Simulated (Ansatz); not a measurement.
# Al (P-1) in Ansatz: convergence with wavefunction cutoff

Aim: find how far wavefunction cutoff must go before the results for Al settle, at r2SCAN. This setting moves, with any that are tied to it; all else stays.

Everything below comes from runs of Ansatz 0.2.0. Logs are shortened: lines on timing, memory, paths and dates and some standing lists are left out, and cuts for length are marked.

**1. The crystal as given**

The typed cell holds 1 atom: a = 2.824 Å, b = 2.645 Å, c = 2.800 Å, α = 110.77°, β = 108.30°, γ = 109.45°.

This isn't the form of Al at room conditions, which is fcc.

**2. With wavefunction cutoff 400 eV**

input.yaml

```yaml
crystal:
  lattice:
    - [-1.57590039, 1.65692361, 1.65798385]
    - [1.47947634, -1.59764145, 1.50227763]
    - [1.61445482, 1.63619588, -1.59870168]
  atoms:
    - { symbol: Al, position: [0.0, 0.0, 0.0] }
hamiltonian:
  xc: r2scan
  pseudopotentials: { kind: paw, level: accurate }
kpoints:
  mp_grid: { grid: [8, 9, 8] }
scf:
  occupations: { method: gaussian, width: 0.1 }
output:
  forces: true
  stress: true
  eigenvalues: true
basis:
  ecutwfc: "400 eV"
```

Potentials or basis: Ansatz PAW earlier set.

Launch:

```
ansatz run input.yaml --threads 2 --pin off --max-ram 5632MiB --backend cpu --events-out ev --progress --plain --runs-dir out
```

Wall time 3.3 s (2 threads of Arm Neoverse V1, shared host); peak memory 0.3 GiB.

Results:

```yaml
Free_energy: -2429.6477 eV
Pressure: -0.4 GPa
Band_gap_on_the_k_mesh: none (metal or under the smearing width)
```

**3. With wavefunction cutoff 500 eV**

input.yaml: that of step 2 with these lines changed.

```diff
@@ -19,2 +19,2 @@
 basis:
-  ecutwfc: "400 eV"
+  ecutwfc: "500 eV"
```

Potentials or basis: Ansatz PAW earlier set.

Launch:

```
ansatz run input.yaml --threads 2 --pin off --max-ram 5632MiB --backend cpu --events-out ev --progress --plain --runs-dir out
```

It took 4.2 s on 2 threads of Arm Neoverse V1, shared host; peak memory 0.34 GiB.

Results:

```
Free energy            : -2433.2818 eV
Pressure               : 0.6 GPa
Band gap on the k mesh : none (metal or under the smearing width)
```

**4. With wavefunction cutoff 600 eV**

input.yaml: that of step 3 with these lines changed.

```diff
@@ -19,2 +19,2 @@
 basis:
-  ecutwfc: "500 eV"
+  ecutwfc: "600 eV"
```

Launch:

```
ansatz run input.yaml --threads 2 --pin off --max-ram 5632MiB --backend cpu --events-out ev --progress --plain --runs-dir out
```

Wall time 4.6 s (2 threads of Arm Neoverse V1, shared host); peak memory 0.37 GiB.

Results:

```
Free energy            : -2433.7894 eV
Pressure               : 1.0 GPa
Band gap on the k mesh : none (metal or under the smearing width)
```

**5. With wavefunction cutoff 700 eV**

input.yaml: that of step 4 with these lines changed.

```diff
@@ -19,2 +19,2 @@
 basis:
-  ecutwfc: "600 eV"
+  ecutwfc: "700 eV"
```

Launch:

```
ansatz run input.yaml --threads 2 --pin off --max-ram 5632MiB --backend cpu --events-out ev --progress --plain --runs-dir out
```

It took 5.2 s on 2 threads of Arm Neoverse V1, shared host; peak memory 0.4 GiB.

What came out:

- Free energy: -2433.8510 eV
- Pressure: 1.1 GPa
- Band gap on the k mesh: none (metal or under the smearing width)

**6. With wavefunction cutoff 850 eV**

input.yaml: that of step 5 with these lines changed.

```diff
@@ -19,2 +19,2 @@
 basis:
-  ecutwfc: "700 eV"
+  ecutwfc: "850 eV"
```

Potentials or basis: Ansatz PAW earlier set.

Launch:

```
ansatz run input.yaml --threads 2 --pin off --max-ram 5632MiB --backend cpu --events-out ev --progress --plain --runs-dir out
```

Wall time 7.8 s (2 threads of Arm Neoverse V1, shared host); peak memory 0.45 GiB.

It converged, with:

```
Free energy            : -2433.8567 eV
Pressure               : 1.1 GPa
Band gap on the k mesh : none (metal or under the smearing width)
```

**7. With wavefunction cutoff 1000 eV**

input.yaml: that of step 6 with these lines changed.

```diff
@@ -19,2 +19,2 @@
 basis:
-  ecutwfc: "850 eV"
+  ecutwfc: "1000 eV"
```

Launch:

```
ansatz run input.yaml --threads 2 --pin off --max-ram 5632MiB --backend cpu --events-out ev --progress --plain --runs-dir out
```

It took 9 s on 2 threads of Arm Neoverse V1, shared host; peak memory 0.51 GiB.

The run converged. Its results:

```
Free energy            : -2433.8570 eV
Pressure               : 1.1 GPa
Band gap on the k mesh : none (metal or under the smearing width)
```

**8. With wavefunction cutoff 1200 eV**

input.yaml: that of step 7 with these lines changed.

```diff
@@ -19,2 +19,2 @@
 basis:
-  ecutwfc: "1000 eV"
+  ecutwfc: "1200 eV"
```

Launch:

```
ansatz run input.yaml --threads 2 --pin off --max-ram 5632MiB --backend cpu --events-out ev --progress --plain --runs-dir out
```

It took 13 s on 2 threads of Arm Neoverse V1, shared host; peak memory 0.58 GiB.

It converged, with:

* Free energy: -2433.8574 eV
* Pressure: 1.1 GPa
* Band gap on the k mesh: none (metal or under the smearing width)

**9. With wavefunction cutoff 1400 eV**

input.yaml: that of step 8 with these lines changed.

```diff
@@ -19,2 +19,2 @@
 basis:
-  ecutwfc: "1200 eV"
+  ecutwfc: "1400 eV"
```

Potentials or basis: Ansatz PAW earlier set.

Launch:

```
ansatz run input.yaml --threads 2 --pin off --max-ram 5632MiB --backend cpu --events-out ev --progress --plain --runs-dir out
```

It took 16 s on 2 threads of Arm Neoverse V1, shared host; peak memory 0.71 GiB.

It converged, with:

```yaml
Free_energy: -2433.8578 eV
Pressure: 1.1 GPa
Band_gap_on_the_k_mesh: none (metal or under the smearing width)
```

**10. With wavefunction cutoff 1700 eV**

input.yaml: that of step 9 with these lines changed.

```diff
@@ -19,2 +19,2 @@
 basis:
-  ecutwfc: "1400 eV"
+  ecutwfc: "1700 eV"
```

Potentials or basis: Ansatz PAW earlier set.

Launch:

```
ansatz run input.yaml --threads 2 --pin off --max-ram 5632MiB --backend cpu --events-out ev --progress --plain --runs-dir out
```

Output:

```text
Warning: RAYON_NUM_THREADS=2 ignored (pool sized by the plan → 2); use --threads N
Engine: ansatz 0.2.0, aarch64-unknown-linux-gnu
Pseudopotentials: kind: paw, level: accurate
Pseudopotential: Al, paw, valence charge 11, recommended cutoff 1050 eV (high), Al.paw.azcp
Functional definition: r2SCAN
  parameter k0 = 0.174
  parameter k1 = 0.065
  parameter a1 = 4.9479
  exchange = r2scan_x(k0 = k0, k1 = k1, a1 = a1)
  correlation = r2scan_c
Crystal: 1 atoms, lattice volume = 16.076 Å³
Basis set: ecut = 1700 eV, 2571 PW (Γ), exchange–correlation on 160×144×160 points (64 copies of the dense FFT grid, shifted against one another)
Bands: 10, of which v1, the nominal top of the filled ones, is band 6 counted from 1 (5 counted from 0)
Symmetry: 2 space group operations
Space group: P-1 (ITA 2), of the structure as read, at distance tolerance 2.5e-5 Å
k-points: 290 of 576
Non-local potential: Al, projectors of the file, l = 0: 2, l = 1: 2, l = 2: 1
PAW form: soft (Blöchl's): semilocal exchange-correlation on the pseudo side does not see the compensation charge
PAW frozen core: Al, regenerated for the run's functional (the file was generated under x = pbe(κ = 0.804, μ = 0.2195149727645171), c = pbe(β = 0.06672455060314922))
PAW one-centre angular grid: Al, 302 points (default); XC on 160 Gauss nodes
Initial density: superposition of atomic densities (chi_scale 0.1, normalization cell)
Initial wavefunctions: pseudopotential atomic-orbital guess
Functional: x = r2scan, c = r2scan; τ floored in thin density (d = 2e-4 eV/Å³)
iter 1 solved again at ethr=7.97e-4 eV; its pass at ethr=3.10e-3 eV (dr2=8.77e-2 eV) is discarded
SCF iter   1: F=—  HF=-2433.813172 eV  |F-HF|=—  |Δ(HF+E_count)|=         —  Δρ=2.54e-2  dr2=8.80e-2  dr2_τ=3.61e-3  ethr=7.97e-4  ⟨swp⟩=1.0  Hψ=28179  notcnv=0
preconditioner: auto → none  [metal: Δε(μ)=0.008 eV  Ē_g=14.468 eV  σ=0.100 eV  W_gap=0.05  n_scr=0 (ndim 8)  ℏωp=16.0 eV  f_vac=0.000  D(μ)=0.35/eV (n_scr^D=0)]
SCF iter   2: F=—  HF=-2433.855348 eV  |F-HF|=—  |Δ(HF+E_count)|=   4.22e-2  Δρ=1.38e-2  dr2=2.57e-2  dr2_τ=2.36e-3  ethr=7.97e-4  ⟨swp⟩=2.0  Hψ=4220  notcnv=0
SCF iter   3: F=—  HF=-2433.858026 eV  |F-HF|=—  |Δ(HF+E_count)|=   2.68e-3  Δρ=1.35e-3  dr2=3.00e-4  dr2_τ=4.20e-5  ethr=2.34e-4  ⟨swp⟩=2.6  Hψ=4586  notcnv=0
SCF iter   4: F=—  HF=-2433.858016 eV  |F-HF|=—  |Δ(HF+E_count)|=   1.00e-5  Δρ=4.09e-4  dr2=2.39e-5  dr2_τ=1.22e-5  ethr=2.73e-6  ⟨swp⟩=2.0  Hψ=3895  notcnv=0
SCF iter   5: F=—  HF=-2433.858014 eV  |F-HF|=—  |Δ(HF+E_count)|=   2.09e-6  Δρ=3.39e-5  dr2=8.38e-8  dr2_τ=4.42e-8  ethr=9.09e-10  ⟨swp⟩=6.5  Hψ=18639  notcnv=0
SCF iter   6: F=-2433.858014 eV  HF=-2433.858014 eV  |F-HF|=1.39e-9  |Δ(HF+E_count)|=   1.87e-7  Δρ=4.89e-6  dr2=1.88e-9  dr2_τ=1.09e-9  ethr=7.62e-10  ⟨swp⟩=2.9  Hψ=10570  notcnv=0
SCF 1 converged in 6 iterations: F = -2433.858014 eV  dr2 = 1.88e-9
SCF converged after 6 iterations
Free energy (F): -2433.858014 eV
Harris-Foulkes:  -2433.858014 eV  (|F-HF|=1.39e-9)
Internal energy: -2433.856281 eV  (E = F + TS)
E sigma→0 (E₀):  -2433.857148 eV
Entropy (-TS):   -0.001733 eV (-1.733 meV/atom)
Fermi energy:    10.293447 eV
--- Per-component energies (eV) ---
  E_band       = -514.207727
  E_kinetic    = 250.932937
  E_local      = -2324.058102  (includes V_loc(G=0)·N_el)
  E_nonlocal   = 341.307452
  E_hartree    = 688.469629
  E_xc         = -66.444556
  E_vxc        = -98.956630  (∫ρ·V_xc dr)
  E_paw        = -327.626752  (= ΣΔE_a)
  E_vpaw       = -68.342127  (= ΣTr[D̂ρ^β])
  E_aug_tail   = -0.000054  (compensation charges beyond the density's cutoff)
  E_vtau       = 7.968496  (kinetic-family band-sum trace: ∫τ·v_τ [+ j·A + Jᵃ·Aᵃ] dr)
  E_ewald      = -996.410788
  E_core_change = -0.026047  (= ΣΔE_core)
  E_smearing   = -0.001733  (= −TS)
  E_closure    = -0.000000  (closes the sum)
  Σ components = -2433.858014   (vs F -2433.858014, Δ=0.00e0)
--- Forces (eV/Å), atoms counted from 1 ---
  atom   1  Al     0.00000000     0.00000000     0.00000000
  max |Σ_I F_I| component: 0.00e0 eV/Å
--- Stress (GPa, compression-positive) ---
       -0.505538      -2.161043       3.328049
       -2.161043       4.126726      -2.949680
        3.328049      -2.949680      -0.311382
  P = ⅓ Tr σ = 1.1033 GPa (11.033 kbar)
--- Band table (eV; the first three rows and the last of 290) ---
  k-point 0: bands = ["-96.6227", "-56.2912", "-56.2877", "-56.2734", "-1.6724", "23.6408", "24.5717", "25.1088", "25.5468", "26.1169"]
  k-point 1: bands = ["-96.6223", "-56.2921", "-56.2915", "-56.2738", "-1.1998", "19.9821", "22.0997", "23.0561", "25.4042", "27.1954"]
  k-point 2: bands = ["-96.6211", "-56.3007", "-56.2944", "-56.2747", "0.2084", "14.5737", "20.3098", "20.9475", "23.8583", "25.4705"]
  k-point 289: bands = ["-96.6177", "-56.3110", "-56.2984", "-56.2909", "5.5888", "8.1659", "15.2900", "18.9761", "22.9430", "25.4379"]
```

Wall time 19 s (2 threads of Arm Neoverse V1, shared host); peak memory 0.83 GiB.

What came out:

| Quantity | Value |
| --- | --- |
| Free energy | -2433.8580 eV |
| Pressure | 1.1 GPa |
| Band gap on the k mesh | none (metal or under the smearing width) |

**11. Result**

```tsv
wavefunction cutoff	energy less the tightest run, at zero smearing (meV/atom)	pressure (GPa)	SCF cycles	CPU time (s)	peak memory (GiB)
400 eV	4210.35	-0.39	6	6.4	0.3
500 eV	576.26	0.63	5	8.3	0.34
600 eV	68.62	1.01	6	9	0.37
700 eV	6.98	1.09	6	10	0.4
850 eV	1.33	1.09	6	15	0.45
1000 eV	1.05	1.10	6	18	0.51
1200 eV	0.64	1.10	6	26	0.58
1400 eV	0.21	1.10	6	31	0.71
1700 eV	0.00	1.10	6	37	0.83
```

Against the tightest run, the energy stays within 1 meV/atom from 1200 eV on; the pressure stays within 0.1 GPa from 600 eV on. The tightest run that finished is the yardstick and may itself not be fully converged.

Caveats: the PAW data sets come from PBE, with cores solved anew for the run's functional, which leaves a small shift of forces and pressure.
